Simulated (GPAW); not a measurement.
The system is TiO2.

```xyz
3
Lattice="1.4973 0.8645 6.9815 -1.4973 0.8645 6.9815 0.0000 -1.7290 6.9815" Properties=species:S:1:pos:R:3 pbc="T T T"
Ti    0.0000    0.0000    0.0000
O     0.0000    0.0000    7.9492
O     0.0000    0.0000   12.9955
```

Measurements of this composition are mostly on another form, of space group No. 141.

Base run:

- Program: GPAW 26.7.0
- Functional: LDA
- Potentials or basis: the program's PAW data sets (release 1.2.1) made for this functional
- Cutoff: 600 eV
- Basis: pw
- k mesh: 8 × 8 × 8
- Occupations: fermi-dirac, width 0.05 eV
- Spin: no spin polarisation

Its results: band gap on the k mesh 2.64 eV, indirect (least direct gap 2.80 eV); pressure -10.6 GPa; largest force 0.737 eV/Å.

The run is repeated on the same cell with these changes: cutoff from 600 eV to 800 eV; k mesh from 8 × 8 × 8 to 7 × 7 × 7. What comes out?

Band gap on the k mesh 2.62 eV, indirect (least direct gap 2.81 eV); pressure -7.0 GPa; largest force 0.740 eV/Å.

Caveats: the cutoff is short for stress and forces, so pressures can be off by a GPa or more (some runs).

Not every run made on this cell is shown here.
